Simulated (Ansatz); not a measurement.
The system is CuO.

```
Cu O
1.0
     0.00000    2.32725    2.32725
     2.32725    0.00000    2.32725
     2.32725    2.32725    0.00000
Cu O
1 1
Direct
  0.00000 0.00000 0.00000
  0.25000 0.25000 0.25000
```

Measurements of this composition are mostly on another form, of space group No. 15.

Base run:

* Program: Ansatz 0.2.0
* Functional: PBE
* Potentials or basis: Ansatz PAW
* Cutoff: 250 eV
* Density cutoff: 1000 eV
* k mesh: 10 × 10 × 10
* Occupations: fermi-dirac, width 0.05 eV
* Spin: no spin polarisation

Its results: band gap on the k mesh none (metal or under the smearing width); pressure -17.6 GPa.

Q: After a change of settings the same cell gave: band gap on the k mesh none (metal or under the smearing width); pressure -9.6 GPa. Which change was it?
A. cutoff from 250 eV to 420 eV (not typed: the program's choice for these potentials); k mesh from 10 × 10 × 10 to 13 × 13 × 13
B. functional from PBE to r2SCAN; cutoff from 250 eV to 500 eV (not typed: the program's choice for these potentials); hubbard terms from none to Cu d U = 4.5 eV; hubbard projectors from none to ortho-atomic (the default)
C. functional from PBE to PBEsol; cutoff from 250 eV to 420 eV (not typed: the program's choice for these potentials); hubbard terms from none to Cu d U = 4.5 eV; hubbard projectors from none to ortho-atomic (the default)
D. functional from PBE to LDA; cutoff from 250 eV to 420 eV (not typed: the program's choice for these potentials); hubbard terms from none to Cu d U = 5.3 eV; hubbard projectors from none to ortho-atomic (the default)

A: A.

Caveats: an odd number of electrons without spin polarisation forces a metal; a magnetic or distorted state may lie lower; the run has no spin polarisation, though such a crystal can be magnetic; semilocal functionals often make such compounds metallic where correlation or magnetic order opens a gap, which also shifts bond lengths; so large a pressure means that the cell lies far from this level's equilibrium, or that cutoff or potentials fall short (some runs); the pressure holds a Pulay correction of +143.6 GPa for the finite cutoff (some runs); the cutoff lies under the one recommended for these potentials (some runs).
